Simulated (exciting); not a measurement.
# Sn (Fd-3m) in exciting: optical spectrum with OLYP

Aim: the optical spectrum of Sn with OLYP.

Program: exciting (release sodium). These are calculated values, not measurements. Logs are shortened: lines on timing, memory, paths and dates and some standing lists are left out, and cuts for length are marked.

### Step 1. The undisturbed crystal

Symmetry: Fd-3m, No. 227, cubic system. The conventional cell has a = 6.467 Å, b = 6.467 Å, c = 6.467 Å, α = 90.00°, β = 90.00°, γ = 90.00°. Around Sn (site symmetry -43m) lie 4 Sn at 2.80 Å.

This isn't the form of Sn at room conditions, which is tetragonal (white tin).

### Step 2. Optical spectrum, OLYP (volume scaled by 0.88)

Contents of run_exciting.py:

```python
import subprocess
import xml.etree.ElementTree as ET
from ase.io import read
from ase.units import Bohr

atoms = read("POSCAR")
rmt = {'Sn': 2.3}  # bohr
tasks = """
<groundstate do="fromscratch" ngridk="7 7 7" rgkmax="7.5" gmaxvr="14" lmaxapw="10" lmaxmat="10" lmaxvr="8" stype="Gaussian" swidth="0.00367493" nempty="28" ValenceRelativity="iora*" epsengy="1e-06" epspot="1e-06" maxscl="80" outputlevel="normal" vkloff="0.5 0.5 0.5">
  <libxc exchange="XC_GGA_X_OPTX" correlation="XC_GGA_C_LYP"/>
</groundstate>
<properties>
  <momentummatrix/>
  <dielmat intraband="false" scissor="0.036749" wmax="1" wgrid="200" swidth="0.004" tevout="true">
    <epscomp>1 1</epscomp>
    <epscomp>2 2</epscomp>
    <epscomp>3 3</epscomp>
  </dielmat>
</properties>
"""

root = ET.Element("input")
ET.SubElement(root, "title").text = "Sn"
structure = ET.SubElement(root, "structure", speciespath="./", tshift="false")
crystal = ET.SubElement(structure, "crystal", scale="1.0")
for vector in atoms.cell / Bohr:
    ET.SubElement(crystal, "basevect").text = " ".join(f"{x:.12f}" for x in vector)
symbols = atoms.get_chemical_symbols()
for element in dict.fromkeys(symbols):
    species = ET.SubElement(structure, "species", speciesfile=element + ".xml", rmt=str(rmt[element]))
    for symbol, position in zip(symbols, atoms.get_scaled_positions(wrap=False)):
        if symbol == element:
            ET.SubElement(species, "atom", coord=" ".join(f"{x:.12f}" for x in position))
root.extend(ET.fromstring("<tasks>" + tasks + "</tasks>"))
ET.indent(root)
ET.ElementTree(root).write("input.xml")
subprocess.run(["exciting_smp"], check=True)
```

Contents of POSCAR:

```
Sn
1.0
    0.0000000000      3.0984605793      3.0984605793
    3.0984605793      0.0000000000      3.0984605793
    3.0984605793      3.0984605793      0.0000000000
Sn
2
Direct
    0.7500000000      0.7500000000      0.7500000000
    0.5000000000      0.5000000000      0.5000000000
```

Potentials or basis: all-electron LAPW+lo, shipped species files, valence relativity iora*.

Run with:

```sh
> OMP_NUM_THREADS=1 python run_exciting.py
```

What it wrote:

```text
================================================================================
EXCITING SODIUM started
[... 10 lines left out ...]

 Lattice vectors (cartesian) :
      0.0000000000      5.8552419066      5.8552419066
      5.8552419066      0.0000000000      5.8552419066
      5.8552419066      5.8552419066      0.0000000000

 Reciprocal lattice vectors (cartesian) :
     -0.5365436140      0.5365436140      0.5365436140
      0.5365436140     -0.5365436140      0.5365436140
      0.5365436140      0.5365436140     -0.5365436140

 Unit cell volume                           :     401.4805616387
 Brillouin zone volume                      :       0.6178386630

 Species :    1 (Sn)
     parameters loaded from                 :    Sn.xml
     name                                   :    tin
     nuclear charge                         :     -50.00000000
     electronic charge                      :      50.00000000
     atomic mass                            :  216395.09200000
     muffin-tin radius                      :       2.30000000
     # of radial points in muffin-tin       :     400

     atomic positions (lattice) :
       1 :   0.75000000  0.75000000  0.75000000
       2 :   0.50000000  0.50000000  0.50000000

 Total number of atoms per unit cell        :       2

 Spin treatment                             :    spin-unpolarised

 Number of Bravais lattice symmetries       :      48
 Number of crystal symmetries               :      24

 k-point grid                               :       7    7    7
 k-point offset :       0.500000  0.500000  0.500000
 Total number of k-points                   :      84
 k-point set is reduced with crystal symmetries

 R^MT_min * |G+k|_max (rgkmax)              :       7.50000000
 Species with R^MT_min                      :       1 (Sn)
 Maximum |G+k| for APW functions            :       3.26086957
 Maximum |G| for potential and density      :      14.00000000

 G-vector grid sizes                        :      40    40    40
 Total number of G-vectors                  :   18643

 Maximum angular momentum used for
     APW functions                          :      10
     computing H and O matrix elements      :      10
     potential and density                  :       8
     inner part of muffin-tin               :       2

 Total nuclear charge                       :    -100.00000000
 Total electronic charge                    :     100.00000000
 Total core charge                          :      60.00000000
 Total valence charge                       :      40.00000000

 Number of empty states                     :      28
 Total number of valence states             :      49

 Maximum Hamiltonian size                   :     290
 Maximum number of plane-waves              :     256
 Total number of local-orbitals             :      34

 Exchange-correlation type                  :     100
     libxc; exchange: Handy & Cohen OPTX 01; correlation: Lee, Yang & Parr (see libxc for references)

 Smearing scheme                            :    Gaussian
 Smearing width                             :       0.00367493

 Using multisecant Broyden potential mixing
[... 16 lines left out ...]
+ SCF iteration number :    1                                                  +
++++++++++++++++++++++++++++++++++++++++++++++++++++++++++++++++++++++++++++++++
 Total energy                               :    -12373.77572875
 _______________________________________________________________
 Fermi energy                               :         0.23983728
 Kinetic energy                             :     13011.31930455
 Coulomb energy                             :    -25048.99077383
 Exchange energy                            :      -330.97276446
 Correlation energy                         :        -5.13149500

 DOS at Fermi energy (states/Ha/cell)       :         0.02435804

 Electron charges :
     core                                   :        60.00000000
     core leakage                           :         0.00076489
     valence                                :        40.00000000
     interstitial                           :         4.86008683
     charge in muffin-tin spheres :
                  atom     1    Sn          :        47.56995659
                  atom     2    Sn          :        47.56995659
     total charge in muffin-tins            :        95.13991317
     total charge                           :       100.00000000

++++++++++++++++++++++++++++++++++++++++++++++++++++++++++++++++++++++++++++++++
+ SCF iteration number :    2                                                  +
++++++++++++++++++++++++++++++++++++++++++++++++++++++++++++++++++++++++++++++++
 Total energy                               :    -12368.29455948
 _______________________________________________________________
 Fermi energy                               :         0.24106543
 Kinetic energy                             :     13013.80012554
 Coulomb energy                             :    -25046.11001601
 Exchange energy                            :      -330.85419752
 Correlation energy                         :        -5.13047149

 DOS at Fermi energy (states/Ha/cell)       :         0.01969961

 Electron charges :
     core                                   :        60.00000000
     core leakage                           :         0.00077432
     valence                                :        40.00000000
     interstitial                           :         4.89416494
     charge in muffin-tin spheres :
                  atom     1    Sn          :        47.55292160
                  atom     2    Sn          :        47.55291346
     total charge in muffin-tins            :        95.10583506
     total charge                           :       100.00000000

 RMS change in effective potential (target) :  0.787669E-01  ( 0.100000E-05)
 Absolute change in total energy   (target) :   5.48117      ( 0.100000E-05)
 Charge distance                   (target) :  0.116567E-02  ( 0.100000E-04)

++++++++++++++++++++++++++++++++++++++++++++++++++++++++++++++++++++++++++++++++
+ SCF iteration number :    3                                                  +
++++++++++++++++++++++++++++++++++++++++++++++++++++++++++++++++++++++++++++++++
 Total energy                               :    -12365.30331874
 _______________________________________________________________
 Fermi energy                               :         0.24132078
 Kinetic energy                             :     13015.04924311
 Coulomb energy                             :    -25044.43378786
 Exchange energy                            :      -330.78888026
 Correlation energy                         :        -5.12989374

 DOS at Fermi energy (states/Ha/cell)       :         0.01559178

 Electron charges :
     core                                   :        60.00000000
     core leakage                           :         0.00077882
     valence                                :        40.00000000
     interstitial                           :         4.91427631
     charge in muffin-tin spheres :
                  atom     1    Sn          :        47.54286803
                  atom     2    Sn          :        47.54285567
     total charge in muffin-tins            :        95.08572369
     total charge                           :       100.00000000
[... 380 lines left out ...]
 DOS at Fermi energy (states/Ha/cell)       :         0.00326196

 Electron charges :
     core                                   :        60.00000000
     core leakage                           :         0.00077965
     valence                                :        40.00000000
     interstitial                           :         4.93892673
     charge in muffin-tin spheres :
                  atom     1    Sn          :        47.53054452
                  atom     2    Sn          :        47.53052875
     total charge in muffin-tins            :        95.06107327
     total charge                           :       100.00000000

 RMS change in effective potential (target) :  0.496770E-08  ( 0.100000E-05)
 Absolute change in total energy   (target) :  0.512649E-06  ( 0.100000E-05)
 Charge distance                   (target) :  0.103703E-08  ( 0.100000E-04)

++++++++++++++++++++++++++++++++++++++++++++++++++++++++++++++++++++++++++++++++
+ SCF iteration number :   18                                                  +
++++++++++++++++++++++++++++++++++++++++++++++++++++++++++++++++++++++++++++++++
 Total energy                               :    -12362.93735510
 _______________________________________________________________
 Fermi energy                               :         0.23967136
 Kinetic energy                             :     13015.69462360
 Coulomb energy                             :    -25042.76373410
 Exchange energy                            :      -330.73894152
 Correlation energy                         :        -5.12930308

 DOS at Fermi energy (states/Ha/cell)       :         0.00326196

 Electron charges :
     core                                   :        60.00000000
     core leakage                           :         0.00077965
     valence                                :        40.00000000
     interstitial                           :         4.93892673
     charge in muffin-tin spheres :
                  atom     1    Sn          :        47.53054452
                  atom     2    Sn          :        47.53052875
     total charge in muffin-tins            :        95.06107327
     total charge                           :       100.00000000

 RMS change in effective potential (target) :  0.966291E-08  ( 0.100000E-05)
 Absolute change in total energy   (target) :  0.853010E-06  ( 0.100000E-05)
 Charge distance                   (target) :  0.168665E-08  ( 0.100000E-04)

++++++++++++++++++++++++++++++++++++++++++++++++++++++++++++++++++++++++++++++++
| Convergency criteria checked for the last 2 iterations                       +
| Convergence targets achieved. Performing final SCF iteration                 +
++++++++++++++++++++++++++++++++++++++++++++++++++++++++++++++++++++++++++++++++
 Total energy                               :    -12362.93735117
 _______________________________________________________________
 Fermi energy                               :         0.23967136
 Kinetic energy                             :     13015.69462497
 Coulomb energy                             :    -25042.76373170
 Exchange energy                            :      -330.73894137
 Correlation energy                         :        -5.12930308

 DOS at Fermi energy (states/Ha/cell)       :         0.00326196

 Electron charges :
     core                                   :        60.00000000
     core leakage                           :         0.00077965
     valence                                :        40.00000000
     interstitial                           :         4.93892673
     charge in muffin-tin spheres :
                  atom     1    Sn          :        47.53054452
                  atom     2    Sn          :        47.53052875
     total charge in muffin-tins            :        95.06107327
     total charge                           :       100.00000000

++++++++++++++++++++++++++++++++++++++++++++++++++++++++++++++++++++++++++++++++
[... 9 lines left out ...]
| EXCITING SODIUM stopped                                                      =
================================================================================
```

It took 4.1 min on 1 thread of Intel Xeon Platinum 8259CL at 2.50GHz (Skylake/Cascade Lake), shared host; peak memory 0.4 GiB.

Results:

- All electrons inside the program's atomic spheres: Sn 47.53 (radii Sn 2.3 bohr)

Levels at points of the mesh, in eV from the Fermi level:
```
           k point  band 17  band 18  band 19  band 20  band 21  band 22  band 23  band 24
(0.50, 0.50, 0.50)    -9.87    -7.04    -1.57    -1.57     0.25     3.14     3.14     5.88
```

Dielectric function (mean over the directions given):
| energy (eV) | real part | imaginary part |
| --- | --- | --- |
| 0.27 | 13.44 | 0.06 |
| 0.68 | 13.85 | 0.17 |
| 1.22 | 15.20 | 0.42 |
| 1.77 | 18.92 | 1.52 |
| 2.18 | 15.11 | 10.38 |
| 2.72 | 17.60 | 21.00 |
| 3.27 | 17.95 | 13.17 |
| 3.67 | 8.09 | 16.81 |
| 4.22 | 8.80 | 17.08 |
| 4.76 | 1.62 | 26.03 |
| 5.17 | -5.41 | 19.73 |
| 5.71 | -9.23 | 10.31 |
| 6.26 | -6.19 | 8.48 |
| 6.80 | -7.13 | 3.53 |
| 7.21 | -4.58 | 3.39 |
| 7.76 | -3.93 | 2.77 |
| 8.30 | -3.14 | 2.26 |
| 8.71 | -3.28 | 2.12 |
| 9.25 | -2.14 | 1.83 |
| 9.80 | -2.26 | 1.12 |
| 10.20 | -1.86 | 0.92 |
| 10.75 | -1.82 | 0.97 |
| 11.29 | -1.32 | 0.73 |
| 11.70 | -1.20 | 0.61 |
| 12.25 | -0.92 | 0.51 |
| 12.79 | -0.78 | 0.41 |
| 13.33 | -0.64 | 0.37 |
| 13.74 | -0.53 | 0.31 |
| 14.29 | -0.35 | 0.33 |
| 14.83 | -0.27 | 0.26 |
| 15.24 | -0.18 | 0.21 |
| 15.78 | -0.09 | 0.16 |
| 16.33 | 0.02 | 0.19 |
| 16.73 | 0.06 | 0.12 |
| 17.28 | 0.16 | 0.12 |
| 17.82 | 0.22 | 0.08 |
| 18.23 | 0.30 | 0.08 |
| 18.78 | 0.34 | 0.11 |
| 19.32 | 0.39 | 0.06 |
| 19.86 | 0.46 | 0.05 |

Caveat: the scissor shift is a trial value, not fitted to this crystal; spectra need much finer meshes, so this one isn't converged; independent-particle spectra lack excitons.
